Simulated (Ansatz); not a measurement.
# CdTe: the cost of one run

Program: Ansatz 0.2.0 through its Python package. The levels of theory stand in the script. These are calculated values, not measurements.

The COD entry's cell or inner coordinates are ideal or old and differ from later refinements, so a difference from it is no clean test against experiment.

### Step 1. The structure

It takes space group F-43m (No. 216, cubic). The conventional cell has a = 6.410 Å, b = 6.410 Å, c = 6.410 Å, α = 90.00°, β = 90.00°, γ = 90.00°. Cd (site symmetry -43m) is surrounded by 4 Te at 2.78 Å. Te (site symmetry -43m) has 4 Cd at 2.78 Å as nearest neighbours.

No structure file is read: the coordinates are typed or built in the script.

### Step 2. Script

cdte.py

```python
"""One structure of CdTe under several functionals."""

import warnings

import ansatz as az

warnings.simplefilter("ignore", az.DeckWarning)

crystal = (
    az.Lattice.from_parameters(4.532554, 4.532554, 4.532554, alpha=60.0, beta=60.0, gamma=60.0)
    .atom("Cd", [0.0, 0.0, 0.0])
    .atom("Te", [0.25, 0.25, 0.25])
)

job = (
    crystal.calculation()
    .basis(550)
    .kpoints(6, 6, 6)
    .occupations("Fixed")
    .forces()
    .stress()
)

rows = []
for value in ["revpbe", "pbesol", "r2scan", "lda", "pbe"]:
    data = job.functional(value).run().report
    rows.append((value, data["free_energy_ev"] / len(data["lattice"]["sites"]), data["n_iterations"], sum(data["stress_gpa"][i][i] for i in range(3)) / 3, max(abs(f) for row in data["forces_ev_ang"] for f in row), data["n_kpoints"]))

print("  functional   F/atom (eV)    iterations       P (GPa)  max component (eV/A)      k-points")
for row in rows:
    print(f"{str(row[0]):>12s}  {row[1]:12.5f}  {row[2]:12d}  {row[3]:12.3f}  {row[4]:20.4f}  {row[5]:12d}")
```

### Step 3. The run

Launch:

```bash
$ python cdte.py
```

What time and memory should one allow on 1 thread of Arm Neoverse V2, shared host?

About 17 s, with a peak of 0.59 GiB.
